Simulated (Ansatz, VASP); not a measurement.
# Cross-check of Al2O3 between VASP and Ansatz

Wanted: the spread between two codes on one cell, functional and k mesh. The structure shown is the end of the VASP relaxation below. Other levels of theory on this material are compared in a session of their own.

Program: Ansatz 0.2.0. Level of theory: plane waves, with VASP 6.6.1 beside it; single point at LDA. Results are calculated unless marked as measured.

## (1) Starting point

Symmetry: R-3c, No. 167, trigonal system. Conventional cell: a = 4.704 Å, b = 4.704 Å, c = 12.807 Å, α = 90.00°, β = 90.00°, γ = 120.00°. Al has 6 O at 1.83 to 1.94 Å nearest. Nearest to O lie 4 Al at 1.83 to 1.94 Å. Farther neighbours and most contacts between anions are not listed.

Coordinates:

```cif
data_structure
_symmetry_space_group_name_H-M 'P 1'
_symmetry_Int_Tables_number 1
_cell_length_a 5.0596
_cell_length_b 5.0596
_cell_length_c 5.0596
_cell_angle_alpha 55.399
_cell_angle_beta 55.399
_cell_angle_gamma 55.399
_cell_volume 81.80
loop_
_atom_site_label
_atom_site_type_symbol
_atom_site_fract_x
_atom_site_fract_y
_atom_site_fract_z
_atom_site_occupancy
Al1 Al 0.35198 0.35198 0.35198 1
Al2 Al 0.14802 0.14802 0.14802 1
Al3 Al 0.64802 0.64802 0.64802 1
Al4 Al 0.85198 0.85198 0.85198 1
O5 O 0.55596 0.94404 0.25000 1
O6 O 0.25000 0.55596 0.94404 1
O7 O 0.94404 0.25000 0.55596 1
O8 O 0.44404 0.05596 0.75000 1
O9 O 0.75000 0.44404 0.05596 1
O10 O 0.05596 0.75000 0.44404 1
```

## (2) VASP: relaxation, LDA

This run makes the geometry at which the two programs are then compared.

Lines of VASP's logs that name or quote its potential files are left out, and so is its time.

The input, INCAR:

```
SYSTEM = Al2O3
PREC = Accurate
ENCUT = 560
EDIFF = 1E-07
NELM = 100
ISMEAR = 0
SIGMA = 0.03
LREAL = .FALSE.
ALGO = Normal
GGA = CA
NBANDS = 34
LORBIT = 11
LWAVE = .FALSE.
LCHARG = .FALSE.
KPAR = 16
IBRION = 2
NSW = 50
ISIF = 4
EDIFFG = -0.003
```

The input, POSCAR:

```
Al2O3
1.0
    2.3512830736      1.3575139163      4.2711991572
   -2.3512830736      1.3575139163      4.2711991572
    0.0000000000     -2.7150278329      4.2711991572
Al O
4 6
Direct
    0.3520071402      0.3520071402      0.3520071402
    0.1479928598      0.1479928598      0.1479928598
    0.6479928598      0.6479928598      0.6479928598
    0.8520071402      0.8520071402      0.8520071402
    0.5557448312      0.9442551688      0.2500000000
    0.2500000000      0.5557448312      0.9442551688
    0.9442551688      0.2500000000      0.5557448312
    0.4442551688      0.0557448312      0.7500000000
    0.7500000000      0.4442551688      0.0557448312
    0.0557448312      0.7500000000      0.4442551688
```

The input, KPOINTS:

```
Automatic mesh
0
Gamma
6 6 6
0 0 0
```

The projector-augmented-wave data sets are Al and O (LDA family, release 64).

Started as:

```sh
$ mpirun -np 16 vasp_std
```

Numbers of over 12 decimals in the logs are rounded to 6 here.

Log:

```text
[banner, memory and clock lines left out]
running   16 mpi-ranks, on    1 nodes
 distrk:  each k-point on    1 cores,   16 groups
 distr:  one band on    1 cores,    1 groups

 POSCAR found type information on POSCAR AlO
 POSCAR found :  2 types and      10 ions
|                                                                             |
|           W    W    AA    RRRRR   N    N  II  N    N   GGGG   !!!           |
|           W    W   A  A   R    R  NN   N  II  NN   N  G    G  !!!           |
|           W    W  A    A  R    R  N N  N  II  N N  N  G       !!!           |
|           W WW W  AAAAAA  RRRRR   N  N N  II  N  N N  G  GGG   !            |
|           WW  WW  A    A  R   R   N   NN  II  N   NN  G    G                |
|           W    W  A    A  R    R  N    N  II  N    N   GGGG   !!!           |
|                                                                             |
|     For optimal performance we recommend to set                             |
|       NCORE = 2 up to number-of-cores-per-socket                            |
|     NCORE specifies how many cores store one orbital (NPAR=cpu/NCORE).      |
|     This setting can greatly improve the performance of VASP for DFT.       |
|     The default, NCORE=1 might be grossly inefficient on modern             |
|     multi-core architectures or massively parallel machines. Do your        |
|     Unfortunately you need to use the default for GW and RPA                |
|     calculations (for HF NCORE is supported but not extensively tested      |
|     yet).                                                                   |
|                                                                             |

 LDA part: xc-table for (Slater(with rela. corr.)+CA(PZ))
 , standard interpolation
 POSCAR, INCAR and KPOINTS ok, starting setup
 FFT: planning ... GRIDC
 FFT: planning ... GRID_SOFT
 FFT: planning ... GRID
 WAVECAR not read
 entering main loop
       N       E                     dE             d eps       ncg     rms          rms(c)
DAV:   1     0.230160605297E+03    0.23016E+03   -0.26885E+04  2176   0.144E+03
DAV:   2    -0.786177447213E+02   -0.30878E+03   -0.29721E+03  2702   0.302E+02
DAV:   3    -0.915487369145E+02   -0.12931E+02   -0.12890E+02  2816   0.629E+01
DAV:   4    -0.916445452165E+02   -0.95808E-01   -0.95746E-01  2704   0.622E+00
DAV:   5    -0.916454677146E+02   -0.92250E-03   -0.92229E-03  2764   0.606E-01    0.179E+01
DAV:   6    -0.832798125986E+02    0.83657E+01   -0.30014E+01  2680   0.293E+01    0.641E+00
DAV:   7    -0.831669170584E+02    0.11290E+00   -0.90342E-01  2640   0.472E+00    0.322E+00
DAV:   8    -0.830879760013E+02    0.78941E-01   -0.77301E-02  2664   0.208E+00    0.746E-01
DAV:   9    -0.830808456907E+02    0.71303E-02   -0.14112E-02  2800   0.628E-01    0.271E-01
DAV:  10    -0.830808951984E+02   -0.49508E-04   -0.47538E-04  2568   0.135E-01    0.654E-02
DAV:  11    -0.830808799980E+02    0.15200E-04   -0.11981E-04  2680   0.648E-02    0.264E-02
DAV:  12    -0.830808800605E+02   -0.62418E-07   -0.35082E-06  2700   0.129E-02    0.610E-03
DAV:  13    -0.830808797731E+02    0.28739E-06   -0.11306E-06  2670   0.629E-03    0.150E-03
DAV:  14    -0.830808797711E+02    0.19718E-08   -0.36426E-08  1456   0.119E-03
   1 F= -.83080880E+02 E0= -.83080880E+02  d E =-.830809E+02
 curvature:   0.00 expect dE= 0.000E+00 dE for cont linesearch  0.000E+00
 trial: gam= 0.00000 g(F)=  0.210E-03 g(S)=  0.121E-03 ort = 0.000E+00 (trialstep = 0.100E+01)
 search vector abs. value=  0.331E-03
 bond charge predicted
       N       E                     dE             d eps       ncg     rms          rms(c)
DAV:   1    -0.830810364556E+02   -0.15668E-03   -0.54777E-02  2264   0.146E+00    0.712E-02
DAV:   2    -0.830810480153E+02   -0.11560E-04   -0.95774E-04  2766   0.179E-01    0.423E-02
DAV:   3    -0.830810098023E+02    0.38213E-04   -0.34860E-05  2720   0.452E-02    0.125E-02
DAV:   4    -0.830810077100E+02    0.20923E-05   -0.14221E-05  2756   0.231E-02    0.281E-03
DAV:   5    -0.830810076093E+02    0.10070E-06   -0.10648E-06  2662   0.681E-03    0.841E-04
DAV:   6    -0.830810075975E+02    0.11836E-07   -0.83790E-08  1352   0.186E-03
   2 F= -.83081008E+02 E0= -.83081008E+02  d E =-.127826E-03
 trial-energy change:   -0.000128  1 .order   -0.000127   -0.000331    0.000077
 step:   0.8123(harm=  0.8123)  dis= 0.00101  next Energy=   -83.081014 (dE=-0.134E-03)
 bond charge predicted
       N       E                     dE             d eps       ncg     rms          rms(c)
DAV:   1    -0.830810156943E+02   -0.80849E-05   -0.19297E-03  2258   0.273E-01    0.135E-02
DAV:   2    -0.830810160760E+02   -0.38178E-06   -0.33724E-05  2774   0.335E-02    0.798E-03
DAV:   3    -0.830810147188E+02    0.13572E-05   -0.12471E-06  2718   0.854E-03    0.234E-03
DAV:   4    -0.830810146468E+02    0.72021E-07   -0.50320E-07  2522   0.434E-03
   3 F= -.83081015E+02 E0= -.83081015E+02  d E =-.134876E-03
 curvature:  -0.41 expect dE=-0.323E-06 dE for cont linesearch -0.124E-07
 trial: gam=-0.00721 g(F)=  0.617E-06 g(S)=  0.179E-06 ort = 0.318E-05 (trialstep = 0.962E+00)
 search vector abs. value=  0.767E-06
 reached required accuracy - stopping structural energy minimisation
```

OUTCAR, selected parts (step 2):

```text
ion  position               nearest neighbor table
   1  0.352  0.352  0.352-  10 1.83   8 1.83   9 1.83   5 1.94   7 1.94   6 1.94   2 2.61   3 2.76
                             3 2.76   3 2.76   2 3.18   2 3.18   2 3.18
   2  0.148  0.148  0.148-   9 1.83   8 1.83  10 1.83   5 1.94   6 1.94   7 1.94   1 2.61   4 2.76
                             4 2.76   4 2.76   1 3.18   1 3.18   1 3.18
   3  0.648  0.648  0.648-   7 1.83   5 1.83   6 1.83   8 1.94  10 1.94   9 1.94   4 2.61   1 2.76
                             1 2.76   1 2.76   4 3.18   4 3.18   4 3.18
   4  0.852  0.852  0.852-   6 1.83   5 1.83   7 1.83   8 1.94   9 1.94  10 1.94   3 2.61   2 2.76
                             2 2.76   2 2.76   3 3.18   3 3.18   3 3.18
   5  0.556  0.944  0.250-   3 1.83   4 1.83   1 1.94   2 1.94
   6  0.250  0.556  0.944-   4 1.83   3 1.83   2 1.94   1 1.94
   7  0.944  0.250  0.556-   3 1.83   4 1.83   1 1.94   2 1.94
   8  0.444  0.056  0.750-   1 1.83   2 1.83   3 1.94   4 1.94
   9  0.750  0.444  0.056-   2 1.83   1 1.83   4 1.94   3 1.94
  10  0.056  0.750  0.444-   1 1.83   2 1.83   3 1.94   4 1.94

  LATTYP: Found a trigonal (rhomboedric) cell.
 ALAT       =     5.0610787749
 COS(alpha) =     0.5683282412

 Subroutine GETGRP returns: Found 12 space group operations
 (whereof  6 operations were pure point group operations)

The static configuration has the point symmetry S_6 .
 The point group associated with its full space group is D_3d.

 Found     32 irreducible k-points:

   k-points           NKPTS =     32   k-points in BZ     NKDIM =     32   number of bands    NBANDS=     34

   dimension x,y,z NGX =    40 NGY =   40 NGZ =   40
   dimension x,y,z NGXF=    80 NGYF=   80 NGZF=   80

   ENCUT  =  560.0 eV  41.16 Ry    6.42 a.u.   9.77  9.77  9.77*2*pi/ulx,y,z

   NELECT =      48.0000    total number of electrons

 k-points in reciprocal lattice and weights: Automatic mesh
   0.00000000  0.00000000  0.00000000       0.005
   0.16666667  0.00000000  0.00000000       0.028
   0.33333333  0.00000000  0.00000000       0.028
   0.50000000  0.00000000  0.00000000       0.014
   0.16666667  0.16666667  0.00000000       0.028
   0.33333333  0.16666667  0.00000000       0.056
   0.50000000  0.16666667  0.00000000       0.056
  -0.33333333  0.16666667 -0.00000000       0.056
  -0.16666667  0.16666667  0.00000000       0.028
[...]
-0.33333333  0.50000000  0.33333333       0.028
   0.50000000  0.50000000  0.50000000       0.005

 average (electrostatic) potential at core
       1 -69.1147       2 -69.1147       3 -69.1147       4 -69.1147       5 -67.8029
       6 -67.8029       7 -67.8029       8 -67.8029       9 -67.8029      10 -67.8029

 E-fermi :   6.4330

 k-point     1 :       0.0000    0.0000    0.0000
  band No.  band energies     occupation
    ...
     20       5.7246      2.00000
     21       5.7246      2.00000
     22       6.2207      2.00000
     23       6.2207      2.00000
     24       6.2797      2.00000
     25      12.9323      0.00000
     26      15.4881      0.00000
     27      17.2926      0.00000
     28      17.9846      0.00000
     29      17.9846      0.00000
    ...

 k-point     2 :       0.1667    0.0000    0.0000
  band No.  band energies     occupation
    ...
     20       5.3527      2.00000
     21       5.5264      2.00000
     22       5.9047      2.00000
     23       6.1767      2.00000
     24       6.2202      2.00000
     25      13.5433      0.00000
     26      16.0060      0.00000
     27      16.8393      0.00000
     28      17.5128      0.00000
     29      17.7418      0.00000
    ...

 k-point     3 :       0.3333    0.0000    0.0000
  band No.  band energies     occupation
    ...
     20       4.8566      2.00000
     21       5.3625      2.00000
     22       5.6852      2.00000
     23       6.0167      2.00000
     24       6.0709      2.00000
     25      14.8154      0.00000
     26      16.2844      0.00000
     27      16.5040      0.00000
     28      17.0695      0.00000
     29      17.2647      0.00000
    ...

  Total        2.7561531      2.7561531      2.7636221      0.0000000     -0.0000000      0.0000000
  in kB       53.9838227     53.9838227     54.1301152      0.0000000     -0.0000000      0.0000000
  external PRESSURE =      54.0325869 kB  Pullay stress =       0.0000000 kB

  energy-cutoff  :      560.00
  volume of cell :       81.80
      direct lattice vectors                 reciprocal lattice vectors
     2.351878825  1.357857873  4.269035569     0.212595987  0.122742350  0.078081648
    -2.351878825  1.357857873  4.269035569    -0.212595987  0.122742350  0.078081648
    -0.000000000 -2.715715747  4.269035569     0.000000000 -0.245484700  0.078081648

 POSITION                                       TOTAL-FORCE (eV/Angst)
 -----------------------------------------------------------------------------------
     -0.00000     -0.00000      4.50783        -0.000000      0.000000     -0.001592
     -0.00000     -0.00000      1.89573        -0.000000     -0.000000      0.001592
     -0.00000     -0.00000      8.29928        -0.000000     -0.000000      0.001592
     -0.00000     -0.00000     10.91138        -0.000000      0.000000     -0.001592
     -0.91272      1.35786      7.47081         0.000664     -0.000000      0.000000
     -0.71958     -1.46936      7.47081        -0.000332      0.000575     -0.000000
      1.63230      0.11151      7.47081        -0.000332     -0.000575      0.000000
      0.91272     -1.35786      5.33629        -0.000664      0.000000      0.000000
      0.71958      1.46936      5.33629         0.000332     -0.000575      0.000000
     -1.63230     -0.11151      5.33629         0.000332      0.000575     -0.000000
 -----------------------------------------------------------------------------------
    total drift:                               -0.000000      0.000000     -0.000000

  FREE ENERGIE OF THE ION-ELECTRON SYSTEM (eV)
  ---------------------------------------------------
  free  energy   TOTEN  =       -83.0810146468 eV

  energy  without entropy=      -83.0810146468  energy(sigma->0) =      -83.08101465

 reached required accuracy - stopping structural energy minimisation

 total charge
# of ion       s       p       d       tot
------------------------------------------
    1        0.325   0.437   0.000   0.761
    2        0.325   0.437   0.000   0.761
    3        0.325   0.437   0.000   0.761
    4        0.325   0.437   0.000   0.761
    5        1.535   3.653   0.000   5.188
    6        1.535   3.653   0.000   5.188
    7        1.535   3.653   0.000   5.188
    8        1.535   3.653   0.000   5.188
    9        1.535   3.653   0.000   5.188
   10        1.535   3.653   0.000   5.188
--------------------------------------------------
tot         10.512  23.663   0.000  34.175

[... 3 further parts left out ...]
```

CONTCAR:

```
Al2O3
   1.00000000000000
     2.3518788246259010    1.3578578733347069    4.2690355686273911
    -2.3518788246259010    1.3578578733347069    4.2690355686273911
    -0.0000000000000000   -2.7157157469725961    4.2690355686283787
  Al              O
     4     6
Direct
     0.3519785205219509    0.3519785205219509    0.3519785205219509
     0.1480214794780490    0.1480214794780490    0.1480214794780490
     0.6480214794780490    0.6480214794780490    0.6480214794780490
     0.8519785205219510    0.8519785205219510    0.8519785205219510
     0.5559601694990995    0.9440398305009005    0.2500000000000000
     0.2500000000000004    0.5559601694991000    0.9440398305008996
     0.9440398305009000    0.2499999999999996    0.5559601694991004
     0.4440398305009005    0.0559601694990995    0.7500000000000000
     0.7499999999999996    0.4440398305009001    0.0559601694991004
     0.0559601694991000    0.7500000000000004    0.4440398305008996
```

(Continued in part 2 of 2.)

[Lines on the potential files, build, host, timing and source positions are cut from VASP's logs without a mark.]

[Logs are printed without paths, hosts, clocks, repeated set-up lines and the standing remarks that a program may print on its own settings, such as how far it seeks lower states.]

[Hosts, paths, dates, database ids (printed as entryN), source tags and the programs' standing remarks are cut or masked in the printed files.]
